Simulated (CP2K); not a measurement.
The system is Ir.

```
CELL_PARAMETERS angstrom
2.70907 0.00000 0.00000
1.35453 2.34612 0.00000
1.35453 0.78204 2.21194
ATOMIC_POSITIONS crystal
Ir 0.00000 0.00000 0.00000
```

Base run:

* Program: CP2K 2026.2
* Functional: PBEsol
* Potentials or basis: POTENTIAL_UZH Ir GTH-PBE-q17; TZVP-MOLOPT-PBE-GTH basis
* Density cutoff: 9184 eV
* k mesh: 12 × 12 × 12
* Occupations: fermi-dirac, width 0.05 eV
* Spin: no spin polarisation

Its results: band gap on the k mesh none (metal or under the smearing width); pressure -1.7 GPa.

Question: The run is repeated on the same cell with these changes: functional from PBEsol to AM05. What comes out?

Answer: Band gap on the k mesh none (metal or under the smearing width); pressure -4.4 GPa.

Caveats: the potentials were made for another functional, which shifts forces and pressure; the basis of atomic orbitals isn't converged, which shifts pressures, moduli and gaps.
